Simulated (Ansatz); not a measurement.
# Binding curve of graphene on Ti(0001) (40 atoms)

The cell holds 40 atoms: 24 Ti and 16 C. Its edges and angles: a = 4.934 Å, b = 8.546 Å, c = 24.175 Å, α = 90.0°, β = 90.0°, γ = 90.0°. It derives from Ti and C. The starting structure: 1 layer(s) of graphene at its own lattice constant on a slab of Ti(0001) strained in the plane by up to 2.8 % to a common cell of 42 Å^2; gaps of 2.2 Å as starting values, 15 Å of vacuum, lowest layers held; not relaxed, displaced by a Gaussian of 0.01 Å. Lattice constants are starting values near those of PBE. Regions: Ti(0001), 24 atoms (24 Ti); graphene, 16 atoms (16 C). Vacuum lies along c.

Calculated with Ansatz 0.2.0: Kohn-Sham DFT, PBE+D3(BJ), PAW (set soft_2), plane waves; cutoff 420 eV, k-mesh 4×2×1, fermi-dirac smearing of 0.1 eV. The upper part (graphene) is moved rigidly along the normal by z from its relaxed place. Energies are the whole cell less its two frozen parts, over the face of 42.17 Å².

```
shift z (Å)  interaction energy (meV/Å²)
       -0.4                        12.40
       -0.2                       -120.8
       +0.0                       -151.0
       +0.3                       -119.7
       +0.6                       -77.62
       +1.0                            ?
       +1.6                       -28.42
       +2.4                       -17.46
       +3.5                       -8.266
```

**Question.** Fit the universal binding curve to the rows given and interpolate to the withheld row.

Worked fit:

The universal binding curve is E(z) = −D (1 + z/l) exp(−z/l), whose curvature at z = 0 is D/l². The depth is D = 151.0 meV/Å². A parabola through the rows at −0.2, 0 and +0.3 Å has the curvature 2 {[E(0.3) − E(0)]/0.3 + [E(−0.2) − E(0)]/0.2} / 0.5 = 1021 meV/Å⁴, so l = √(D / curvature) = 0.385 Å. At z = 1 Å, z/l = 2.600.

Prediction at +1.0: -40.36 meV/Å². The run gave -45.31 meV/Å², so the fit is high by 5.0 meV/Å² (11 % of the value).

The curve's steepest slope, D/(e l) at z = l, is 23.1 GPa, an estimate of the stress that rigid separation needs. Among the rows given, the largest miss of the fit is at +1.6, by 16 meV/Å² (10.0 % of the range of the table).

Limits: The parts are rigid, and they also feel their periodic images through the vacuum. The curve was made for chemical and metallic bonds; the dispersion term here falls off as a power of distance, which it can't follow. The mesh is coarse for these cells.

[Long decimals in the printed logs are rounded to 6 places.]

[Logs are printed without paths, hosts, clocks, repeated set-up lines and the standing remarks that a program may print on its own settings, such as how far it seeks lower states.]

[Hosts, paths, dates, database ids (printed as entryN), source tags and the programs' standing remarks are cut or masked in the printed files.]
